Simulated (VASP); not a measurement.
Wanted: the native input for a VASP 6.6.1 run.

- Task: single point
- Functional: r2SCAN
- Potentials or basis: VASP PAW PBE potentials, release 64 (Sn_d)
- Cutoff: 520 eV
- k mesh: 6 × 6 × 1
- Occupations: methfessel-paxton, width 0.05 eV
- Spin: no spin polarisation
- Dipole correction: yes
- Further INCAR settings: ALGO = Normal; EDIFF = 1e-06; NBANDS = 28

The system is Sn, a slab with vacuum.

```
Sn
1.0
     3.38239    0.00000    0.00000
     1.69120    2.92924    0.00000
     0.00000    0.00000   21.52342
Sn
3
Direct
  0.00000 0.00000 0.37169
  0.33333 0.33333 0.50000
  0.66667 0.66667 0.62831
```

These files were run (other wordings do the same):

POSCAR

```
Sn
1.0
    3.3823906992      0.0000000000      0.0000000000
    1.6911953496      2.9292362710      0.0000000000
    0.0000000000      0.0000000000     21.5234208825
Sn
3
Direct
    0.0000000000      0.0000000000      0.3716881273
    0.3333333333      0.3333333333      0.5000000000
    0.6666666667      0.6666666667      0.6283118727
```

INCAR.step1

```
SYSTEM = Sn
PREC     = Accurate       ! precision mode
ENCUT    = 520            ! plane-wave cutoff, eV
ISMEAR   = 1              ! smearing method
SIGMA    = 0.05           ! smearing width, eV
LREAL    = .False.        ! projectors in reciprocal space
LASPH    = .True.         ! aspherical terms in the spheres
NELM     = 100            ! most SCF steps
LDIPOL   = .True.       
IDIPOL   = 3            
DIPOL    = 0.5 0.5 0.500
NBANDS   = 28             ! bands
GGA      = PE             ! functional
ALGO     = Normal         ! electronic algorithm
EDIFF    = 1E-4           ! SCF threshold, eV
LWAVE    = .True.         ! write WAVECAR
LCHARG   = .False.        ! write CHGCAR
```

INCAR.step2

```
SYSTEM = Sn
PREC     = Accurate       ! precision mode
ENCUT    = 520            ! plane-wave cutoff, eV
EDIFF    = 1E-6           ! SCF threshold, eV
ISMEAR   = 1              ! smearing method
SIGMA    = 0.05           ! smearing width, eV
LREAL    = .False.        ! projectors in reciprocal space
LASPH    = .True.         ! aspherical terms in the spheres
NELM     = 100            ! most SCF steps
ALGO     = Normal         ! electronic algorithm
ISIF     = 2              ! what is computed and relaxed
LWAVE    = .False.        ! write WAVECAR
LCHARG   = .False.        ! write CHGCAR
LDIPOL   = .True.       
IDIPOL   = 3            
DIPOL    = 0.5 0.5 0.500
METAGGA  = R2SCAN         ! meta-GGA
LMIXTAU  = .True.       
NBANDS   = 28             ! bands
ISTART   = 1
```

KPOINTS

```
Automatic mesh
0
Gamma
  6 6 1
  0 0 0
```

Potentials or basis: VASP PAW PBE potentials, release 64 (Sn_d).

The run is started by

```console
$ cat potpaw_PBE.64/Sn_d/POTCAR > POTCAR
$ cp INCAR.step1 INCAR
$ mpirun -np 1 vasp_std > vasp.out
$ cp INCAR.step2 INCAR
$ mpirun -np 1 vasp_std > vasp.out
```

Results of the run:

```
Largest force          : 0.297 eV/Å
Band gap on the k mesh : none (metal or under the smearing width)
```

Caveat: the PAW data sets were made with another functional, which shifts forces and pressure a little.

Wall time 3.5 min on 1 thread of Intel(R) Xeon(R) Platinum 8488C (Sapphire Rapids) (shared host), peak memory 0.39 GiB.
